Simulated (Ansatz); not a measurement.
Crystal: ZnS.

```
Zn S
1.0
     0.00000    2.70200    2.70200
     2.70200    0.00000    2.70200
     2.70200    2.70200    0.00000
Zn S
1 1
Direct
  0.75000 0.75000 0.75000
  0.00000 0.00000 0.00000
```

Base run:

| Property | Result |
| --- | --- |
| Program | Ansatz 0.2.0 |
| Functional | PBE |
| Potentials or basis | Ansatz PAW |
| Cutoff | 420 eV (not typed: the program's choice for these potentials) |
| k mesh | 9 × 9 × 9 |
| Occupations | fermi-dirac, width 0.05 eV |
| Spin | no spin polarisation |

Its results: band gap on the k mesh 2.11 eV, direct; pressure 1.6 GPa.

Task: The run is repeated on the same cell with these changes: functional from PBE to revPBE. What comes out?

Result: Band gap on the k mesh 2.23 eV, direct; pressure 3.5 GPa.

revPBE binds less tightly than PBE, so the same cell stands under more pressure.

Caveats: the PAW data sets come from PBE, with cores solved anew for the run's functional, which leaves a small shift of forces and pressure (some runs).
